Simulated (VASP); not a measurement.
# In (P1) in VASP: a series of runs

The runs below take In through single point, molecular dynamics, with PBE.

Everything below comes from runs of VASP 6.6.1. Logs are shortened: lines on timing, memory, paths and dates and some standing lists are left out, and cuts for length are marked.

### 1 Starting point

The typed cell holds 4 atoms: a = 3.428 Å, b = 5.795 Å, c = 5.757 Å, α = 72.82°, β = 92.70°, γ = 87.73°.

The cell was built by a generator and needn't be a form met in nature.

### 2 Single point, PBE

INCAR reads:

```
SYSTEM = In
  PREC = Accurate
  ENCUT = 520
  EDIFF = 1E-6
  ISMEAR = -1
  SIGMA = 0.05
  LREAL = .FALSE.
  LASPH = .TRUE.
  NELM = 100
  ALGO = Normal
  ISIF = 2
  LWAVE = .FALSE.
  LCHARG = .TRUE.
  GGA = PE
  LELF = .TRUE.
  LVHAR = .TRUE.
  NBANDS = 34
```

KPOINTS reads:

```
regular mesh
0
G
  4 3 3
  0 0 0
```

POSCAR reads:

```
In
1.0
   -1.6556150000      1.6446770000      2.5109060000
    4.9594690000      1.6309950000      2.5150500000
    1.6419340000      4.9151990000     -2.5075210000
In
4
Direct
    1.0086433784      0.0120899165      0.0212941208
    0.5158964349      0.5208515931     -0.0000014943
    0.5262739881      0.0033285686      0.5127917297
    0.9921222463      0.5088630013      0.5142156705
```

Potentials or basis: VASP PAW PBE potentials, release 64 (In_d).

Launch:

```sh
cat potpaw_PBE.64/In_d/POTCAR > POTCAR
mpirun -np 1 vasp_std > vasp.out
```

OUTCAR:

```text
SYSTEM = In
   PREC = Accurate
   ENCUT = 520
   EDIFF = 1E-6
   ISMEAR = -1
   LREAL = .FALSE.
   LASPH = .TRUE.
   NELM = 100
   ISIF = 2
   GGA = PE

 ion  position               nearest neighbor table
   1  0.009  0.012  0.021-   3 3.25   2 3.31   3 3.31   2 3.31   3 3.33   2 3.40   4 3.42   4 3.44
                             2 3.46   3 3.51
   2  0.516  0.521  1.000-   4 3.27   4 3.29   1 3.31   1 3.31   4 3.32   3 3.33   1 3.40   1 3.46
                             4 3.52   3 3.53
   3  0.526  0.003  0.513-   4 3.22   1 3.25   1 3.31   2 3.33   1 3.33   4 3.39   4 3.39   4 3.46
                             1 3.51   2 3.53
   4  0.992  0.509  0.514-   3 3.22   2 3.27   2 3.29   2 3.32   3 3.39   3 3.39   1 3.42   1 3.44
                             3 3.46   2 3.52

  LATTYP: Found a triclinic cell.
 ALAT       =     3.4279253789
 B/A-ratio  =     1.9297676338
 C/A-ratio  =     1.9136621759
 COS(alpha) =     0.0041535185
 COS(beta)  =     0.4811720090
 COS(gamma) =     0.4835110709

  Lattice vectors:

 A1 = (   1.6556150000,  -1.6446770000,  -2.5109060000)
 A2 = (   6.6150840000,  -0.0136820000,   0.0041440000)
 A3 = (   0.0136810000,  -6.5598760000,  -0.0033850000)

Analysis of symmetry for initial positions (statically):
=====================================================================
 Subroutine PRICEL returns:
 Original cell was already a primitive cell.

 Routine SETGRP: Setting up the symmetry group for a
 triclinic supercell.

 Subroutine GETGRP returns: Found  1 space group operations
 (whereof  1 operations were pure point group operations)
 out of a pool of  2 trial point group operations.

The static configuration has the point symmetry C_1 .

Analysis of symmetry for dynamics (positions and initial velocities):
=====================================================================
 Subroutine PRICEL returns:
 Original cell was already a primitive cell.

 Routine SETGRP: Setting up the symmetry group for a
 triclinic supercell.

 Subroutine GETGRP returns: Found  1 space group operations
 (whereof  1 operations were pure point group operations)
 out of a pool of  2 trial point group operations.

The dynamic configuration has the point symmetry C_1 .

[... 90 lines left out ...]
   ISPIN  =      1    spin polarized calculation?
   LNONCOLLINEAR =      F non collinear calculations
   LSORBIT =      F    spin-orbit coupling
   LASPH  =      T    aspherical Exc in radial PAW
   ENCUT  =  520.0 eV  38.22 Ry    6.18 a.u.   6.37 10.77 10.70*2*pi/ulx,y,z
   NELM   =    100;   NELMIN=  2; NELMDL= -5     # of ELM steps
   EDIFF  = 0.1E-05   stopping-criterion for ELM
   LREAL  =      F    real-space projection
   EDIFFG = 0.1E-04   stopping-criterion for IOM
   NSW    =      0    number of steps for IOM
   IBRION =     -1    ionic relax: 0-MD 1-quasi-New 2-CG
   NFREE  =      0    steps in history (QN), initial steepest desc. (CG)
   ISIF   =      2    stress and relaxation
   ISYM   =      2    0-nonsym 1-usesym 2-fastsym
   POTIM  = 0.5000    time-step for ionic-motion
   TEBEG  =    0.0;   TEEND  =   0.0 temperature during run
   PSTRESS=    0.0 pullay stress
   NELECT =      52.0000    total number of electrons
   NUPDOWN=      -1.0000    fix difference up-down
   EMIN   =  10.00;   EMAX   =-10.00  energy-range for DOS
   EFERMI =   0.00;   METHOD = LEGACY
   ISMEAR =    -1;   SIGMA  =   0.05  broadening in eV -4-tet -1-fermi 0-gaus
   EFERMI_NEDOS =   21; number of points for ismear=-14 and -15
   IALGO  =     38    algorithm
   IMIX   =      4    mixing-type and parameters
     AMIX     =   0.40;   BMIX     =  1.00
     AMIX_MAG =   1.60;   BMIX_MAG =  1.00
  volume/ion in A,a.u.               =      27.24       183.84
  Fermi-wavevector in a.u.,A,eV,Ry     =   1.279318  2.417561 22.268044  1.636655
  Thomas-Fermi vector in A             =   2.411811
   LORBIT       =      0    0 simple, 1 ext, 2 COOP (PROOUT), +10 PAW based schemes
   GGA     = PE    functional components
   LHFCALC =     F    Hartree Fock is set to
   AEXX    =    0.0000 exact exchange contribution
   IVDW    =     0    specifies the selected vdW correction
   LEPSILON=     F    determine dielectric tensor
   LRPA    =     F    only Hartree local field effects (RPA)
 non-spin polarized calculation
  energy-cutoff  :      520.00
  volume of cell :      108.97
 maximum number of plane-waves:      2961
 NGX is ok and might be reduce to    28
   NGX = 13   NGY = 21   NGZ = 21

 number of electron      52.0000002 magnetization

 Free energy of the ion-electron system (eV)
  ---------------------------------------------------
  ext. energy  EPLUGINS =         0.00000000
  ---------------------------------------------------
  free energy    TOTEN  =        -9.96220525 eV

  energy without entropy =       -9.94576533  energy(sigma->0) =       -9.95398529

 E-fermi :   7.1594     XC(G=0): -10.0601

 val. band max:        7.0576780685   @ k =   0.0000  -0.3333   0.3333
 cond. band min:       7.2280851277   @ k =   0.2500   0.3333   0.3333
 fundamental gap:      0.1704070591
 Fermi energy:         7.1594032913

 k-point     1 :       0.0000    0.0000    0.0000
  band No.  band energies     occupation
      1      -7.7061      2.00000
      2      -7.6374      2.00000
      3      -7.5944      2.00000
      4      -7.5842      2.00000
      5      -7.5820      2.00000
      6      -7.5598      2.00000
[... 692 lines left out ...]
     33      12.5707      0.00000
     34      12.8169      0.00000

------------------------ aborting loop because EDIFF is reached ----------------------------------------

  FORCE on cell =-STRESS in cart. coord.  units (eV):
  Direction    XX          YY          ZZ          XY          YZ          ZX
  --------------------------------------------------------------------------------------
  -------------------------------------------------------------------------------------
  Total        0.2778886      0.2054687      0.8350860     -0.5426623      1.3462942     -1.4159440
  in kB        4.0859143      3.0210927     12.2786241     -7.9789935     19.7951339    -20.8192251
  external PRESSURE =       6.4618770 kB  Pullay stress =       0.0000000 kB

 VOLUME and BASIS-vectors are now :
 -----------------------------------------------------------------------------
  energy-cutoff  :      520.00
  volume of cell :      108.97
      direct lattice vectors                 reciprocal lattice vectors
    -1.655615000  1.644677000  2.510906000    -0.150979974  0.152024273  0.199133088
     4.959469000  1.630995000  2.515050000     0.151107897  0.000263820  0.099463143
     1.641934000  4.915199000 -2.507521000     0.000377821  0.152494108 -0.099636556

 POSITION                                       TOTAL-FORCE (eV/Angst)
 -----------------------------------------------------------------------------------
      0.08061      0.13860     -0.00129         0.017006     -0.094238      0.007331
      3.37095      6.61318      0.09782        -0.022137      0.115180     -0.037294
     -0.01283      3.39145      0.04396         0.144628      0.088541      0.064737
      1.72543      4.98915      2.48154        -0.139497     -0.109483     -0.034775
 -----------------------------------------------------------------------------------
    total drift:                                0.000135      0.000246     -0.000383

  FREE ENERGIE OF THE ION-ELECTRON SYSTEM (eV)
  ---------------------------------------------------
  free  energy   TOTEN  =        -9.9622052467 eV

  energy  without entropy=       -9.9457653326  energy(sigma->0) =       -9.95398529
```

stdout:

```text
POSCAR found type information on POSCAR In
 POSCAR found :  1 types and       4 ions
 scaLAPACK will be used
 LDA part: xc-table for (Slater+PW92), standard interpolation
 POSCAR, INCAR and KPOINTS ok, starting setup
 FFT: planning ... GRIDC
 FFT: planning ... GRID_SOFT
 FFT: planning ... GRID
 WAVECAR not read
 entering main loop
```

Wall time 40 s (1 thread of AMD EPYC 9R14 (Zen 4), shared host); peak memory 0.22 GiB.

Results:

| Item | Value |
| --- | --- |
| Free energy | -9.9622 eV |
| Pressure | 0.6 GPa |
| Largest force | 0.182 eV/Å |
| Band gap on the k mesh | none (metal or under the smearing width) |

Forces in eV/Å, atoms in the order of the input:
```
In   0.017 -0.094  0.007
In  -0.022  0.115 -0.037
In   0.145  0.089  0.065
In  -0.139 -0.109 -0.035
```

Levels at points of the mesh, in eV from the Fermi level:
```csv
k point,band 23,band 24,band 25,band 26,band 27,band 28,band 29,band 30
"(0.00, 0.00, 0.00)",-4.32,-3.31,-3.26,-1.89,-1.77,3.33,3.77,6.64
"(0.50, 0.00, 0.00)",-2.07,-2.00,-0.62,-0.40,0.11,0.34,1.30,1.36
```

Caveat: the k mesh is coarse (spacing up to 0.46 Å⁻¹), so the values aren't converged.

### 3 Single point, PBE

Changes to INCAR since step 2:

```diff
@@ -12,6 +12,4 @@
   LWAVE = .FALSE.
-  LCHARG = .TRUE.
+  LCHARG = .FALSE.
   GGA = PE
-  LELF = .TRUE.
-  LVHAR = .TRUE.
   NBANDS = 34
```

KPOINTS reads:

```
Automatic mesh
0
G
  4 3 3
  0 0 0
```

POSCAR reads:

```
In
1.0
   -1.6556150000      1.6446770000      2.5109060000
    4.9594690000      1.6309950000      2.5150500000
    1.6419340000      4.9151990000     -2.5075210000
In
4
Direct
    1.0200572938      0.0113845695      0.0271769372
    0.5207055030      0.5123476132     -0.0016061934
    0.5174124962     -0.0016974423      0.5171007497
    0.9847604035      0.5230982394      0.5056284803
```

Potentials or basis: VASP PAW PBE potentials, release 64 (In_d).

Launch:

```sh
cat potpaw_PBE.64/In_d/POTCAR > POTCAR
mpirun -np 1 vasp_std > vasp.out
```

It took 38 s on 1 thread of AMD EPYC 9R14 (Zen 4), shared host; peak memory 0.22 GiB.

The run converged. Its results:

- Free energy: -9.9361 eV
- Pressure: 0.8 GPa
- Largest force: 0.358 eV/Å
- Band gap on the k mesh: none (metal or under the smearing width)

Forces in eV/Å, atoms in the order of the input:
```
In  -0.013 -0.196  0.043
In   0.016  0.120 -0.042
In   0.292  0.189  0.085
In  -0.295 -0.112 -0.086
```

Stress tensor (GPa, compression positive):
```
 0.63 -1.02 -2.05
-1.02  0.45  1.93
-2.05  1.93  1.20
```

Levels at points of the mesh, in eV from the Fermi level:
```csv
k point,band 24,band 25,band 26,band 27,band 28,band 29
"(0.00, 0.00, 0.00)",-3.27,-3.24,-1.87,-1.74,3.34,3.78
"(0.50, 0.00, 0.00)",-1.95,-0.71,-0.25,-0.01,0.46,1.26
```

Caveat: the k mesh is coarse (spacing up to 0.46 Å⁻¹), so the values aren't converged.

### 4 Single point, PBE

INCAR reads:

```
SYSTEM = In
PREC = Accurate
ENCUT = 520
EDIFF = 1E-6
ISMEAR = -1
SIGMA = 0.05
LREAL = .FALSE.
LASPH = .TRUE.
NELM = 100
ALGO = Normal
ISIF = 2
LWAVE = .FALSE.
LCHARG = .FALSE.
GGA = PE
NBANDS = 34
```

KPOINTS reads:

```
regular mesh
0
G
  4 3 3
  0 0 0
```

POSCAR reads:

```
In
1.0
   -1.6556150000      1.6446770000      2.5109060000
    4.9594690000      1.6309950000      2.5150500000
    1.6419340000      4.9151990000     -2.5075210000
In
4
Direct
    1.0303829884      0.0107606634      0.0321470625
    0.5252836270      0.5044197774     -0.0027685623
    0.5092012125     -0.0056005951      0.5214004601
    0.9780681715      0.5355529832      0.4975211657
```

Potentials or basis: VASP PAW PBE potentials, release 64 (In_d).

Launch:

```sh
cat potpaw_PBE.64/In_d/POTCAR > POTCAR
mpirun -np 1 vasp_std > vasp.out
```

OUTCAR:

```text
SYSTEM = In
   PREC = Accurate
   ENCUT = 520
   EDIFF = 1E-6
   ISMEAR = -1
   LREAL = .FALSE.
   LASPH = .TRUE.
   NELM = 100
   ISIF = 2
   GGA = PE

 ion  position               nearest neighbor table
   1  0.030  0.011  0.032-   3 3.17   2 3.23   4 3.24   2 3.34   3 3.39   2 3.39   3 3.40   3 3.46
                             2 3.52   4 3.62
   2  0.525  0.504  0.997-   1 3.23   4 3.26   4 3.29   3 3.31   4 3.31   1 3.34   1 3.39   1 3.52
                             3 3.55   4 3.55
   3  0.509  0.994  0.521-   4 3.09   1 3.17   2 3.31   4 3.31   1 3.39   1 3.40   1 3.46   4 3.53
[... 906 lines left out ...]
  -------------------------------------------------------------------------------------
  Total        0.6759602      0.3852742      0.8866701     -0.7846164      1.2890090     -1.3154226
  in kB        9.9389291      5.6648502     13.0370857    -11.5365478     18.9528457    -19.3412162
  external PRESSURE =       9.5469550 kB  Pullay stress =       0.0000000 kB

 VOLUME and BASIS-vectors are now :
 -----------------------------------------------------------------------------
  energy-cutoff  :      520.00
  volume of cell :      108.97
      direct lattice vectors                 reciprocal lattice vectors
    -1.655615000  1.644677000  2.510906000    -0.150979974  0.152024273  0.199133088
     4.959469000  1.630995000  2.515050000     0.151107897  0.000263820  0.099463143
     1.641934000  4.915199000 -2.507521000     0.000377821  0.152494108 -0.099636556

 POSITION                                       TOTAL-FORCE (eV/Angst)
 -----------------------------------------------------------------------------------
      0.05585      0.22553      0.02274        -0.043282     -0.279643      0.076693
      3.26938      6.58822      0.08700         0.056144      0.110157     -0.042026
      4.94476      5.02212      2.47210         0.421312      0.272376      0.098884
      1.85365      4.92751      2.55523        -0.434173     -0.102889     -0.133552
 -----------------------------------------------------------------------------------
    total drift:                                0.000249     -0.000858      0.000155

  FREE ENERGIE OF THE ION-ELECTRON SYSTEM (eV)
  ---------------------------------------------------
  free  energy   TOTEN  =        -9.8996832174 eV

  energy  without entropy=       -9.8833828831  energy(sigma->0) =       -9.89153305
```

OSZICAR:

```text
N       E                     dE             d eps       ncg     rms          rms(c)
DAV:   1     0.500238267712E+03    0.50024E+03   -0.24464E+04  1292   0.213E+03
DAV:   2     0.397321107065E+02   -0.46051E+03   -0.45297E+03  1300   0.477E+02
DAV:   3    -0.804452205691E+01   -0.47777E+02   -0.47263E+02  1534   0.179E+02
DAV:   4    -0.990867970988E+01   -0.18642E+01   -0.18561E+01  1532   0.401E+01
DAV:   5    -0.100050798272E+02   -0.96400E-01   -0.96395E-01  2112   0.689E+00    0.439E+00
DAV:   6    -0.991593728850E+01    0.89143E-01   -0.18094E-01  1712   0.555E+00    0.218E+00
DAV:   7    -0.990047421458E+01    0.15463E-01   -0.70738E-02  1702   0.313E+00    0.448E-01
DAV:   8    -0.989957219321E+01    0.90202E-03   -0.62392E-03  1566   0.132E+00    0.135E-01
DAV:   9    -0.989968610187E+01   -0.11391E-03   -0.99734E-04  1830   0.573E-01    0.408E-02
DAV:  10    -0.989968290924E+01    0.31926E-05   -0.12711E-04  1764   0.119E-01    0.152E-02
DAV:  11    -0.989968321735E+01   -0.30811E-06   -0.82600E-06  1522   0.237E-02
   1 F= -.98996832E+01 E0= -.98915331E+01  d E =-.163003E-01
```

It took 38 s on 1 thread of AMD EPYC 9R14 (Zen 4), shared host; peak memory 0.22 GiB.

What came out:

- Free energy: -9.8997 eV
- Pressure: 1.0 GPa
- Largest force: 0.511 eV/Å
- Band gap on the k mesh: none (metal or under the smearing width)

Forces in eV/Å, atoms in the order of the input:
```
In  -0.043 -0.280  0.077
In   0.056  0.110 -0.042
In   0.421  0.272  0.099
In  -0.434 -0.103 -0.134
```

Caveat: the k mesh is coarse (spacing up to 0.46 Å⁻¹), so the values aren't converged.

### 5 Molecular dynamics, PBE

INCAR reads:

```
  ALGO = Normal
  EDIFF = 1E-5
  ENCUT = 520
  GGA = PE
  IBRION = 0
  ISIF = 2
  ISMEAR = -1
  ISYM = 0
  LASPH = True
  LCHARG = False
  LREAL = False
  LWAVE = False
  MDALGO = 2
  NELM = 100
  NELMIN = 4
  NSW = 40
  POTIM = 1.0
  PREC = Accurate
  RANDOM_SEED = 751734 0 0
  SIGMA = 0.05
  SMASS = 0
  TEBEG = 1200.0
  TEEND = 1200.0
```

KPOINTS reads:

```
k-points
0
Gamma
  4 3 3
```

POSCAR reads:

```
In
1.0
   -1.6556150000      1.6446770000      2.5109060000
    4.9594690000      1.6309950000      2.5150500000
    1.6419340000      4.9151990000     -2.5075210000
In
4
Direct
    0.9978160000      0.0127950000      0.0156080000
    0.5116280000      0.5286420000      0.0017980000
    0.5345660000      0.0084160000      0.5088960000
    0.9989260000      0.4952800000      0.5219980000
```

Launch:

```sh
cat potpaw_PBE.64/In_d/POTCAR > POTCAR
mpirun -np 1 vasp_std > vasp.out
```

Run time: 8.6 min. Hardware: 1 thread of AMD EPYC 9R14 (Zen 4), shared host; peak memory 0.28 GiB.

The path:
| step | potential energy change (eV) | largest force (eV/Å) | pressure (GPa) | volume (Å³) | temperature (K) |
| --- | --- | --- | --- | --- | --- |
| 1 | 0.0000 | 0.1187 | 0.63 | 108.97 | 1200 |
| 2 | -0.0001 | 0.1209 | 0.72 | 108.97 | 1200 |
| 3 | 0.0001 | 0.1203 | 0.67 | 108.97 | 1200 |
| 4 | 0.0005 | 0.1197 | 0.69 | 108.97 | 1199 |
| 5 | 0.0010 | 0.1208 | 0.67 | 108.97 | 1197 |
| 6 | 0.0018 | 0.1229 | 0.69 | 108.97 | 1196 |
| 7 | 0.0028 | 0.1248 | 0.69 | 108.97 | 1193 |
| 8 | 0.0040 | 0.1253 | 0.70 | 108.97 | 1190 |
| 9 | 0.0055 | 0.1428 | 0.70 | 108.97 | 1187 |
| 10 | 0.0071 | 0.1614 | 0.71 | 108.97 | 1184 |
| 11 | 0.0089 | 0.1816 | 0.71 | 108.97 | 1181 |
| 12 | 0.0109 | 0.2038 | 0.73 | 108.97 | 1178 |
| 13 | 0.0132 | 0.2260 | 0.74 | 108.97 | 1174 |
| 14 | 0.0156 | 0.2470 | 0.75 | 108.97 | 1171 |
| 15 | 0.0182 | 0.2666 | 0.76 | 108.97 | 1168 |
| 16 | 0.0210 | 0.2858 | 0.78 | 108.97 | 1165 |
| 17 | 0.0240 | 0.3058 | 0.79 | 108.97 | 1162 |
| 18 | 0.0272 | 0.3261 | 0.81 | 108.97 | 1160 |
| 19 | 0.0306 | 0.3471 | 0.82 | 108.97 | 1158 |
| 20 | 0.0342 | 0.3672 | 0.85 | 108.97 | 1157 |
| 21 | 0.0379 | 0.3869 | 0.86 | 108.97 | 1157 |
| 22 | 0.0419 | 0.4062 | 0.89 | 108.97 | 1157 |
| 23 | 0.0460 | 0.4259 | 0.90 | 108.97 | 1157 |
| 24 | 0.0503 | 0.4459 | 0.93 | 108.97 | 1158 |
| 25 | 0.0548 | 0.4660 | 0.95 | 108.97 | 1160 |
| 26 | 0.0595 | 0.4861 | 0.98 | 108.97 | 1162 |
| 27 | 0.0644 | 0.5064 | 1.00 | 108.97 | 1164 |
| 28 | 0.0695 | 0.5268 | 1.03 | 108.97 | 1167 |
| 29 | 0.0747 | 0.5476 | 1.05 | 108.97 | 1170 |
| 30 | 0.0802 | 0.5688 | 1.09 | 108.97 | 1174 |
| 31 | 0.0859 | 0.5904 | 1.11 | 108.97 | 1177 |
| 32 | 0.0918 | 0.6122 | 1.15 | 108.97 | 1181 |
| 33 | 0.0978 | 0.6353 | 1.18 | 108.97 | 1185 |
| 34 | 0.1041 | 0.6589 | 1.22 | 108.97 | 1188 |
| 35 | 0.1107 | 0.6828 | 1.25 | 108.97 | 1192 |
| 36 | 0.1174 | 0.7070 | 1.29 | 108.97 | 1195 |
| 37 | 0.1244 | 0.7318 | 1.32 | 108.97 | 1197 |
| 38 | 0.1315 | 0.7576 | 1.37 | 108.97 | 1200 |
| 39 | 0.1390 | 0.7841 | 1.41 | 108.97 | 1201 |
| 40 | 0.1466 | 0.8109 | 1.45 | 108.97 | 1202 |

Caveat: the k mesh is coarse (spacing up to 0.46 Å⁻¹), so the values aren't converged.
